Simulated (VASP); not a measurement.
# InPd (Pm-3m) in VASP: notebook

Aim: see how the results for InPd move with the level of theory and the settings. Levels: PBEsol, RPBE, revPBE. Tasks: band structure.

Program: VASP 6.6.1. These are calculated values, not measurements. Logs are shortened: lines on timing, memory, paths and dates and some standing lists are left out, and cuts for length are marked.

### 1 The crystal as given

The structure is cubic, space group Pm-3m (No. 221). Conventional cell: a = 3.272 Å, b = 3.272 Å, c = 3.272 Å, α = 90.00°, β = 90.00°, γ = 90.00°. In (site symmetry m-3m) has 8 Pd at 2.83 Å as nearest neighbours. Around Pd (site symmetry m-3m) lie 8 In at 2.83 Å.

The cell comes from a database or a generator and needn't be the stable form of this composition.

### 2 Band structure, PBEsol, spin-orbit coupling, no magnetisation

INCAR

```
SYSTEM = InPd
ALGO = Normal ; EDIFF = 1E-7
ENCUT = 520 ; GGA = PS
GGA_COMPAT = .FALSE. ; ISIF = 2
ISMEAR = -1 ; LASPH = .TRUE.
LCHARG = .FALSE. ; LMAXMIX = 4
LORBIT = 11 ; LREAL = .FALSE.
LSORBIT = .TRUE. ; LWAVE = .FALSE.
MAGMOM = 0 0 0 0 0 0 ; NBANDS = 35
NELM = 60 ; PREC = Accurate
SIGMA = 0.05
```

KPOINTS

```
k-points
0
G
  6 6 6
  0 0 0
```

POSCAR

```
InPd
1.0
    3.2718847800      0.0000000000      0.0000000000
    0.0000000000      3.2718847800      0.0000000000
    0.0000000000      0.0000000000      3.2718847800
In Pd
1 1
Direct
    0.0000000000      0.0000000000      0.0000000000
    0.5000000000      0.5000000000      0.5000000000
```

KPOINTS_OPT

```
path GXMGRX,MR
10
line-mode
reciprocal
 0.0000000000  0.0000000000  0.0000000000  G
 0.0000000000  0.5000000000  0.0000000000  X

 0.0000000000  0.5000000000  0.0000000000  X
 0.5000000000  0.5000000000  0.0000000000  M

 0.5000000000  0.5000000000  0.0000000000  M
 0.0000000000  0.0000000000  0.0000000000  G

 0.0000000000  0.0000000000  0.0000000000  G
 0.5000000000  0.5000000000  0.5000000000  R

 0.5000000000  0.5000000000  0.5000000000  R
 0.0000000000  0.5000000000  0.0000000000  X

 0.5000000000  0.5000000000  0.0000000000  M
 0.5000000000  0.5000000000  0.5000000000  R
```

Potentials or basis: VASP PAW PBE potentials, release 64 (In_d, Pd).

Command:

```
cat potpaw_PBE.64/In_d/POTCAR potpaw_PBE.64/Pd/POTCAR > POTCAR
mpirun -np 1 vasp_ncl > vasp.out
```

OUTCAR:

```text
SYSTEM = InPd
   EDIFF = 1E-7
   ENCUT = 520
   GGA = PS
   ISIF = 2
   ISMEAR = -1
   LASPH = .TRUE.
   LORBIT = 11
   LREAL = .FALSE.
   LSORBIT = .TRUE.
   NELM = 60
   PREC = Accurate

 ion  position               nearest neighbor table
   1  0.000  0.000  0.000-   2 2.83   2 2.83   2 2.83   2 2.83   2 2.83   2 2.83   2 2.83   2 2.83

   2  0.500  0.500  0.500-   1 2.83   1 2.83   1 2.83   1 2.83   1 2.83   1 2.83   1 2.83   1 2.83

  LATTYP: Found a simple cubic cell.
 ALAT       =     3.2718847800

  Lattice vectors:

 A1 = (   3.2718847800,   0.0000000000,   0.0000000000)
 A2 = (   0.0000000000,   3.2718847800,   0.0000000000)
 A3 = (   0.0000000000,   0.0000000000,   3.2718847800)

Analysis of symmetry for initial positions (statically):
=====================================================================
 Subroutine PRICEL returns:
 Original cell was already a primitive cell.

 Routine SETGRP: Setting up the symmetry group for a
 simple cubic supercell.

 Subroutine GETGRP returns: Found 48 space group operations
 (whereof 48 operations were pure point group operations)
 out of a pool of 48 trial point group operations.

The static configuration has the point symmetry O_h .

Analysis of symmetry for dynamics (positions and initial velocities):
=====================================================================
 Subroutine PRICEL returns:
 Original cell was already a primitive cell.

 Routine SETGRP: Setting up the symmetry group for a
 simple cubic supercell.

 Subroutine GETGRP returns: Found 48 space group operations
 (whereof 48 operations were pure point group operations)
 out of a pool of 48 trial point group operations.

The dynamic configuration has the point symmetry O_h .

Analysis of structural, dynamic, and magnetic symmetry:
=====================================================================
 Subroutine PRICEL returns:
 Original cell was already a primitive cell.

 Routine SETGRP: Setting up the symmetry group for a
 simple cubic supercell.

 Subroutine GETGRP returns: Found 48 space group operations
 (whereof 48 operations were pure point group operations)
 out of a pool of 48 trial point group operations.
[... 920 lines left out ...]
  Total       -0.5798053     -0.5798053     -0.5798053      0.0000000     -0.0000000      0.0000000
  in kB      -26.5215431    -26.5215431    -26.5215431      0.0000000     -0.0000000      0.0000000
  external PRESSURE =     -26.5215431 kB  Pullay stress =       0.0000000 kB

 VOLUME and BASIS-vectors are now :
 -----------------------------------------------------------------------------
  energy-cutoff  :      520.00
  volume of cell :       35.03
      direct lattice vectors                 reciprocal lattice vectors
     3.271884780  0.000000000  0.000000000     0.305634234  0.000000000  0.000000000
     0.000000000  3.271884780  0.000000000     0.000000000  0.305634234  0.000000000
     0.000000000  0.000000000  3.271884780     0.000000000  0.000000000  0.305634234

 POSITION                                       TOTAL-FORCE (eV/Angst)
 -----------------------------------------------------------------------------------
      0.00000      0.00000      0.00000         0.000000      0.000000      0.000000
      1.63594      1.63594      1.63594         0.000000      0.000000      0.000000
 -----------------------------------------------------------------------------------
    total drift:                                0.000000     -0.000000     -0.000000

  FREE ENERGIE OF THE ION-ELECTRON SYSTEM (eV)
  ---------------------------------------------------
  free  energy   TOTEN  =       -10.0372014564 eV

  energy  without entropy=      -10.0310465078  energy(sigma->0) =      -10.03412398

 Spin-Orbit-Coupling matrix elements

 Ion:    1  E_soc:     -0.0720658
 l=   1
     0.0000000    -0.0054047    -0.0054047
    -0.0054047     0.0000000    -0.0054047
    -0.0054047    -0.0054047     0.0000000
 l=   2
     0.0000000    -0.0013979     0.0000000    -0.0013979    -0.0052084
    -0.0013979     0.0000000    -0.0039063    -0.0013979    -0.0013021
     0.0000000    -0.0039063     0.0000000    -0.0039063     0.0000000
    -0.0013979    -0.0013979    -0.0039063     0.0000000    -0.0013021
    -0.0052084    -0.0013021     0.0000000    -0.0013021     0.0000000
 l=   3
     0.0000000     0.0000000     0.0000000     0.0000000     0.0000000     0.0000000     0.0000000
     0.0000000     0.0000000     0.0000000     0.0000000     0.0000000     0.0000000     0.0000000
     0.0000000     0.0000000     0.0000000     0.0000000     0.0000000     0.0000000     0.0000000
     0.0000000     0.0000000     0.0000000     0.0000000     0.0000000     0.0000000     0.0000000
     0.0000000     0.0000000     0.0000000     0.0000000     0.0000000     0.0000000     0.0000000
     0.0000000     0.0000000     0.0000000     0.0000000     0.0000000     0.0000000     0.0000000
     0.0000000     0.0000000     0.0000000     0.0000000     0.0000000     0.0000000     0.0000000

 Ion:    2  E_soc:     -0.0626378
 l=   1
     0.0000000    -0.0017834    -0.0017834
    -0.0017834     0.0000000    -0.0017834
    -0.0017834    -0.0017834     0.0000000
 l=   2
     0.0000000    -0.0015027     0.0000000    -0.0015027    -0.0071536
    -0.0015027     0.0000000    -0.0053652    -0.0015027    -0.0017884
     0.0000000    -0.0053652     0.0000000    -0.0053652     0.0000000
    -0.0015027    -0.0015027    -0.0053652     0.0000000    -0.0017884
    -0.0071536    -0.0017884     0.0000000    -0.0017884     0.0000000
 l=   3
     0.0000000     0.0000000     0.0000000     0.0000000     0.0000000     0.0000000     0.0000000
     0.0000000     0.0000000     0.0000000     0.0000000     0.0000000     0.0000000     0.0000000
     0.0000000     0.0000000     0.0000000     0.0000000     0.0000000     0.0000000     0.0000000
     0.0000000     0.0000000     0.0000000     0.0000000     0.0000000     0.0000000     0.0000000
     0.0000000     0.0000000     0.0000000     0.0000000     0.0000000     0.0000000     0.0000000
     0.0000000     0.0000000     0.0000000     0.0000000     0.0000000     0.0000000     0.0000000
     0.0000000     0.0000000     0.0000000     0.0000000     0.0000000     0.0000000     0.0000000

 total charge

# of ion       s       p       d       tot
------------------------------------------
    1        0.812   0.743   9.899  11.454
    2        0.413   0.423   8.631   9.467
--------------------------------------------------
tot          1.226   1.166  18.530  20.921

 magnetization (x)

# of ion       s       p       d       tot
------------------------------------------
    1        0.000  -0.000   0.000  -0.000
    2       -0.000  -0.000   0.000  -0.000
--------------------------------------------------
tot         -0.000  -0.000   0.000  -0.000

 magnetization (y)

# of ion       s       p       d       tot
------------------------------------------
    1        0.000  -0.000  -0.000  -0.000
    2       -0.000  -0.000   0.000  -0.000
--------------------------------------------------
tot         -0.000  -0.000   0.000  -0.000

 magnetization (z)

# of ion       s       p       d       tot
------------------------------------------
    1        0.000   0.000  -0.000   0.000
    2        0.000   0.000   0.000   0.000
--------------------------------------------------
tot          0.000   0.000  -0.000   0.000
```

stdout:

```text
POSCAR found type information on POSCAR InPd
 POSCAR found :  2 types and       2 ions
 scaLAPACK will be used
 -----------------------------------------------------------------------------
|                                                                             |
|                                                                             |
|     You enforced a specific xc type in the INCAR file but a different       |
|     I HOPE YOU KNOW WHAT YOU ARE DOING!                                     |
|                                                                             |
 -----------------------------------------------------------------------------

 LDA part: xc-table for (Slater+PW92), standard interpolation
 POSCAR, INCAR and KPOINTS ok, starting setup
 FFT: planning ... GRIDC
 FFT: planning ... GRID_SOFT
 FFT: planning ... GRID
 WAVECAR not read
 entering main loop
 Start KPOINTS_OPT (optional k-point list driver)
k-point batch [1-20\60]
k-point batch [21-40\60]
k-point batch [41-60\60]
```

Run time: 66 s. Hardware: 1 thread of AMD EPYC 9R45 (Zen 5), shared host; peak memory 0.2 GiB.

What came out:

```yaml
Free_energy: -10.0372 eV
Pressure: -2.7 GPa
Valence_electrons_inside_the_program's_atomic_spheres: In 11.45; Pd 9.47
```

Caveat: the PAW data sets were made with another functional, which shifts forces and pressure a little.

### 3 Band structure, RPBE

INCAR

```
PREC     = Accurate       # precision mode
ENCUT    = 520            # plane-wave cutoff, eV
EDIFF    = 1E-7           # SCF threshold, eV
ISMEAR   = -1             # smearing method
SIGMA    = 0.05           # smearing width, eV
LREAL    = F              # projectors in reciprocal space
LASPH    = T              # aspherical terms in the spheres
NELM     = 80             # most SCF steps
ALGO     = Normal         # electronic algorithm
ISIF     = 2              # what is computed and relaxed
LWAVE    = F              # write WAVECAR
LCHARG   = F              # write CHGCAR
LMAXMIX  = 4              # l up to which the mixer works
GGA      = RP             # functional
```

KPOINTS

```
Automatic mesh
0
Gamma
  8 8 8
```

POSCAR is that of step 2.

KPOINTS_OPT is that of step 2.

Potentials or basis: VASP PAW PBE potentials, release 64 (In_d, Pd).

Command:

```
cat potpaw_PBE.64/In_d/POTCAR potpaw_PBE.64/Pd/POTCAR > POTCAR
mpirun -np 1 vasp_std > vasp.out
```

It took 16 s on 1 thread of AMD EPYC 9R45 (Zen 5), shared host; peak memory 0.13 GiB.

It converged, with:

- Free energy: -7.7131 eV
- Pressure: 7.2 GPa
- Band gap along the path: none (metal or under the smearing width)

Levels at the corners of the path, in eV from the Fermi level:
| point | band 9 | band 10 | band 11 | band 12 | band 13 | band 14 |
| --- | --- | --- | --- | --- | --- | --- |
| Γ | -2.20 | -2.20 | -2.20 | 4.33 | 4.33 | 4.33 |
| X | -3.18 | -3.18 | -2.27 | -1.03 | 9.68 | 9.68 |
| X | -3.18 | -3.18 | -2.27 | -1.03 | 9.68 | 9.68 |
| M | -2.61 | -2.23 | -2.23 | -1.62 | 1.56 | 2.57 |
| M | -2.61 | -2.23 | -2.23 | -1.62 | 1.56 | 2.57 |
| Γ | -2.20 | -2.20 | -2.20 | 4.33 | 4.33 | 4.33 |
| Γ | -2.20 | -2.20 | -2.20 | 4.33 | 4.33 | 4.33 |
| R | -1.58 | -1.58 | 0.09 | 3.87 | 3.87 | 3.87 |
| R | -1.58 | -1.58 | 0.09 | 3.87 | 3.87 | 3.87 |
| X | -3.18 | -3.18 | -2.27 | -1.03 | 9.68 | 9.68 |
| M | -2.61 | -2.23 | -2.23 | -1.62 | 1.56 | 2.57 |
| R | -1.58 | -1.58 | 0.09 | 3.87 | 3.87 | 3.87 |

Caveat: the PAW data sets were made with another functional, which shifts forces and pressure a little; spin-orbit coupling is left out, which moves the levels of the heavy elements.

### 4 Band structure, revPBE

INCAR

```
PREC = Accurate
ENCUT = 520
EDIFF = 1E-6
ISMEAR = -1
SIGMA = 0.05
LREAL = F
LASPH = T
NELM = 60
ALGO = Normal
ISIF = 2
LWAVE = F
LCHARG = F
LMAXMIX = 4
GGA = RE
```

KPOINTS

```
regular mesh
0
Gamma
  8 8 8
```

POSCAR is that of step 3.

Changes to KPOINTS_OPT since step 3:

```diff
@@ -1,3 +1,3 @@
 path GXMGRX,MR
-10
+20
 line-mode
```

Command:

```
cat potpaw_PBE.64/In_d/POTCAR potpaw_PBE.64/Pd/POTCAR > POTCAR
mpirun -np 1 vasp_std > vasp.out
```

Wall time 21 s (1 thread of AMD EPYC 9R45 (Zen 5), shared host); peak memory 0.13 GiB.

The run converged. Its results:

```
Free energy             : -7.9157 eV
Pressure                : 6.2 GPa
Band gap along the path : none (metal or under the smearing width)
```

Levels at the corners of the path, in eV from the Fermi level:
```
point  band 9  band 10  band 11  band 12  band 13  band 14
    Γ   -2.19    -2.19    -2.19     4.33     4.33     4.33
    X   -3.18    -3.18    -2.27    -1.03     9.67     9.67
    X   -3.18    -3.18    -2.27    -1.03     9.67     9.67
    M   -2.60    -2.23    -2.23    -1.62     1.56     2.57
    M   -2.60    -2.23    -2.23    -1.62     1.56     2.57
    Γ   -2.19    -2.19    -2.19     4.33     4.33     4.33
    Γ   -2.19    -2.19    -2.19     4.33     4.33     4.33
    R   -1.58    -1.58     0.06     3.87     3.87     3.87
    R   -1.58    -1.58     0.06     3.87     3.87     3.87
    X   -3.18    -3.18    -2.27    -1.03     9.67     9.67
    M   -2.60    -2.23    -2.23    -1.62     1.56     2.57
    R   -1.58    -1.58     0.06     3.87     3.87     3.87
```

Caveat: the PAW data sets were made with another functional, which shifts forces and pressure a little; spin-orbit coupling is left out, which moves the levels of the heavy elements.

### 5 The runs side by side

```tsv
level	spin	k mesh	pressure (GPa)
PBEsol	SOC, no magnetisation	6 × 6 × 6	-2.7
RPBE	off	8 × 8 × 8	7.2
revPBE	off	8 × 8 × 8	6.2
```

Alike in all rows: task band structure; potentials or basis VASP PAW PBE potentials, release 64 (In_d, Pd); cell as given; cutoff (eV) 520; smearing fermi-dirac 0.05 eV.

The pressure there spans -2.7 GPa (PBEsol) to 7.2 GPa (RPBE); a positive pressure means that this level wants a larger cell, a negative one a smaller.

Caveats: the PAW data sets were made with another functional, which shifts forces and pressure a little; spin-orbit coupling is left out, which moves the levels of the heavy elements (some runs).

Absolute energies hang on the potentials; compare differences alone.
